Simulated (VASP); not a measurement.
# P, equation of state: which settings are enough?

P, Cmce (no. 64), 4 atoms in the cell. VdW-DF-cx; PAW potentials P (PBE set). VASP 6.6.1.

Wanted: equilibrium volume within 0.05 %; bulk modulus within 0.4 %.

What the run is for: equation of state; Accuracy asked: tight.

The series start from Plane-wave cutoff (eV): 330; k-point mesh: 7 × 7 × 5; Volumes: 5 from 0.92 to 1.08; Precision mode (PREC): Accurate; Electronic threshold (eV): 1e-6; Aspherical gradient terms in the spheres (LASPH): yes; Start of each volume: each volume from scratch. Each series keeps the choices made before it, and each single choice may use up half of a tolerance. Times cover all steps of a run.

## Plane-wave cutoff (eV)

| Plane-wave cutoff (eV) | Equilibrium volume (Å³/atom) | Bulk modulus (GPa) | Time (s) |
|---|---|---|---|
| 200 | 20.69 | 71.33 | 153 |
| 260 | 20.59 | 74.31 | 192 |
| 290 | 20.56 | 74.13 | 267 |
| 330 | 20.54 | 74.4 | 321 |
| 380 | 20.53 | 74.54 | 348 |
| 450 | 20.53 | 74.56 | 431 |
| 540 | 20.53 | 74.58 | 496 |
| 680 (reference) | 20.53 | 74.56 | 541 |

Chosen: 450, the loosest value from which every tighter one stays within half of the tolerance.

## k-point mesh

| k-point mesh | Equilibrium volume (Å³/atom) | Bulk modulus (GPa) | Time (s) |
|---|---|---|---|
| 2 × 2 × 2 | 21.23 | 60.81 | 140 |
| 3 × 3 × 2 | 20.64 | 71.92 | 286 |
| 4 × 4 × 3 | 20.59 | 72.29 | 371 |
| 5 × 5 × 3 | 20.56 | 73.51 | 383 |
| 6 × 6 × 4 | 20.54 | 74.23 | 348 |
| 7 × 7 × 5 | 20.53 | 74.56 | 431 |
| 9 × 9 × 6 | 20.53 | 74.68 | 420 |
| 11 × 11 × 8 (reference) | 20.52 | 74.75 | 443 |

Chosen: 9 × 9 × 6.

## Volumes

| Volumes | Equilibrium volume (Å³/atom) | Bulk modulus (GPa) | Time (s) |
|---|---|---|---|
| 5 from 0.88 to 1.12 | 20.53 | 74.67 | 327 |
| 5 from 0.92 to 1.08 | 20.53 | 74.68 | 420 |
| 7 from 0.91 to 1.09 (reference) | 20.53 | 74.68 | 484 |

Chosen: 5 from 0.88 to 1.12.

## Precision mode (PREC)

| Precision mode (PREC) | Equilibrium volume (Å³/atom) | Bulk modulus (GPa) | Time (s) |
|---|---|---|---|
| SingleN | 20.53 | 74.8 | 48 |
| Normal | 20.53 | 74.67 | 149 |
| Accurate (reference) | 20.53 | 74.67 | 327 |

Chosen: SingleN.

## Electronic threshold (eV)

| Electronic threshold (eV) | Equilibrium volume (Å³/atom) | Bulk modulus (GPa) | Time (s) |
|---|---|---|---|
| 0.001 | 20.53 | 74.82 | 37 |
| 0.0001 | 20.53 | 74.79 | 38 |
| 1e-5 | 20.53 | 74.8 | 50 |
| 1e-6 | 20.53 | 74.8 | 48 |
| 1e-7 (reference) | 20.53 | 74.8 | 48 |

Chosen: 0.001.

## Aspherical gradient terms in the spheres (LASPH)

| Aspherical gradient terms in the spheres (LASPH) | Equilibrium volume (Å³/atom) | Bulk modulus (GPa) | Time (s) |
|---|---|---|---|
| yes | 20.53 | 74.82 | 37 |
| no | 20.52 | 74.7 | 34 |

Chosen: yes; no other choice that stays within half of the tolerance saves 30 % of the time.

## Start of each volume

| Start of each volume | Equilibrium volume (Å³/atom) | Bulk modulus (GPa) | Time (s) |
|---|---|---|---|
| each volume from scratch | 20.53 | 74.82 | 37 |
| orbitals of the volume before (WAVECAR) | 20.53 | 74.8 | 26 |

Chosen: each volume from scratch.

## All choices together

| Input | Equilibrium volume (Å³/atom) | Bulk modulus (GPa) | Time (s) |
|---|---|---|---|
| the program's defaults (naive) | 20.62 | 70.8 | 64 |
| chosen settings | 20.53 | 74.82 | 37 |
| reference settings throughout | 20.52 | 74.73 | 1109 |

The tolerance is met.

## The input

INCAR:
```
SYSTEM = P
AGGAC    = 0.0          
ALGO     = Normal         ! electronic algorithm
EDIFF    = 0.001          ! SCF threshold, eV
EFERMI   = MIDGAP       
ENCUT    = 450            ! plane-wave cutoff, eV
GGA      = CX             ! functional
GGA_COMPAT= .False.      
ISIF     = 2              ! what is computed and relaxed
ISMEAR   = 0              ! smearing method
KPAR     = 4            
LASPH    = .True.         ! aspherical terms in the spheres
LCHARG   = .False.        ! write CHGCAR
LREAL    = .False.        ! projectors in reciprocal space
LUSE_VDW = .True.       
LWAVE    = .False.        ! write WAVECAR
NELM     = 120            ! most SCF steps
NSW      = 0              ! ionic steps
PREC     = SingleN        ! precision mode
SIGMA    = 0.03           ! smearing width, eV
```

KPOINTS:
```
Automatic mesh
0
Gamma
  9 9 6
  0 0 0
```

POSCAR.step1:
```
P
1.0
    1.5790058248     -5.2370580551      0.0000000000
    1.5790058248      5.2370580551      0.0000000000
    0.0000000000      0.0000000000      4.3540931578
P
4
Direct
    0.9041431300      0.0958568700      0.5888151700
    0.0958568700      0.9041431300      0.4111848300
    0.5958568700      0.4041431300      0.0888151700
    0.4041431300      0.5958568700      0.9111848300
```

POSCAR.step2:
```
P
1.0
    1.6141062751     -5.3534750391      0.0000000000
    1.6141062751      5.3534750391      0.0000000000
    0.0000000000      0.0000000000      4.4508823070
P
4
Direct
    0.9041431300      0.0958568700      0.5888151700
    0.0958568700      0.9041431300      0.4111848300
    0.5958568700      0.4041431300      0.0888151700
    0.4041431300      0.5958568700      0.9111848300
```

POSCAR.step3:
```
P
1.0
    1.6477431241     -5.4650377251      0.0000000000
    1.6477431241      5.4650377251      0.0000000000
    0.0000000000      0.0000000000      4.5436355900
P
4
Direct
    0.9041431300      0.0958568700      0.5888151700
    0.0958568700      0.9041431300      0.4111848300
    0.5958568700      0.4041431300      0.0888151700
    0.4041431300      0.5958568700      0.9111848300
```

POSCAR.step4:
```
P
1.0
    1.6800600174     -5.5722225395      0.0000000000
    1.6800600174      5.5722225395      0.0000000000
    0.0000000000      0.0000000000      4.6327491080
P
4
Direct
    0.9041431300      0.0958568700      0.5888151700
    0.0958568700      0.9041431300      0.4111848300
    0.5958568700      0.4041431300      0.0888151700
    0.4041431300      0.5958568700      0.9111848300
```

POSCAR.step5:
```
P
1.0
    1.7111792907     -5.6754352308      0.0000000000
    1.7111792907      5.6754352308      0.0000000000
    0.0000000000      0.0000000000      4.7185602004
P
4
Direct
    0.9041431300      0.0958568700      0.5888151700
    0.0958568700      0.9041431300      0.4111848300
    0.5958568700      0.4041431300      0.0888151700
    0.4041431300      0.5958568700      0.9111848300
```

Commands (each step's output is kept before the next begins):
```
cat potpaw_PBE.64/P/POTCAR > POTCAR
cp POSCAR.step1 POSCAR
mpirun -np 4 vasp_std > vasp.out
cp POSCAR.step2 POSCAR
mpirun -np 4 vasp_std > vasp.out
cp POSCAR.step3 POSCAR
mpirun -np 4 vasp_std > vasp.out
cp POSCAR.step4 POSCAR
mpirun -np 4 vasp_std > vasp.out
cp POSCAR.step5 POSCAR
mpirun -np 4 vasp_std > vasp.out
```

Limits: Every volume keeps the cell's shape and the atoms' fractional positions, so the modulus is that of a clamped cell, stiffer than the relaxed one, above all in layered crystals.

The chosen input took VASP 6.6.1 37 s on 4 cores (Intel Xeon 6975P-C (Granite Rapids)), a shared host.

## An input that fails: cutoff far too low

It runs to its end, but against the unchanged starting input it is off by 1.6 % in the equilibrium volume, 8.2 % in the bulk modulus.

Changes against the starting input:
```
(all steps)
- PREC = Accurate
- NELM = 120
- ENCUT = 330
+ PREC = Low
+ NELM = 92
+ ENCUT = 150
```
